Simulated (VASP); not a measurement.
A run of VASP 6.6.1:

File INCAR:

```
PREC = Accurate ; ENCUT = 520
EDIFF = 1E-7 ; ISMEAR = 1
SIGMA = 0.15 ; LREAL = Auto
LASPH = True ; NELM = 100
ALGO = Normal ; ISIF = 2
LWAVE = False ; LCHARG = True
GGA = PE ; LELF = True
LVHAR = True ; NBANDS = 43
```

Contents of KPOINTS:

```
regular mesh
0
Gamma
  2 2 2
```

Contents of POSCAR:

```
Si
1.0
    0.0000000000      5.5086980000      5.5086980000
    5.5086980000      0.0000000000      5.5086980000
    5.5086980000      5.5086980000      0.0000000000
Si
15
Direct
   -0.0038332107     -0.0038373859     -0.0056303686
    0.0322548994      0.4066126878      0.0303154212
   -0.0038386566     -0.0039294222      0.5129562376
    0.1248382104      0.1315546795      0.6215780934
    0.1244542721      0.6137940399      0.1226572958
    0.0001419573      0.5058004632      0.4968012405
    0.1244702469      0.6137123509      0.6386957499
    0.5146226931     -0.0037415375     -0.0056639518
    0.6233753420      0.1316281089      0.1230021141
    0.5000993883      0.0029093082      0.4982608413
    0.6233846909      0.1315966132      0.6215485038
    0.4985928617      0.5058733479     -0.0016974065
    0.6404090404      0.6138842609      0.1226282508
    0.4986042981      0.5058464813      0.4967864457
    0.6250346271      0.6281110346      0.6231986215
```

Potentials or basis: VASP PAW PBE potentials, release 64 (Si).

The run is started by

```console
$ cat potpaw_PBE.64/Si/POTCAR > POTCAR
$ mpirun -np 1 vasp_std > vasp.out
```

Hardware: 1 thread of AMD EPYC 9R45 96-Core Processor (Zen 5), with other jobs on the host.

Q: How long does it take, and how much memory?

A: Run time: 2.5 min on 1 thread of AMD EPYC 9R45 96-Core Processor (Zen 5) (shared host), peak memory 0.43 GiB. Counts: scf iterations 16, k points 8.
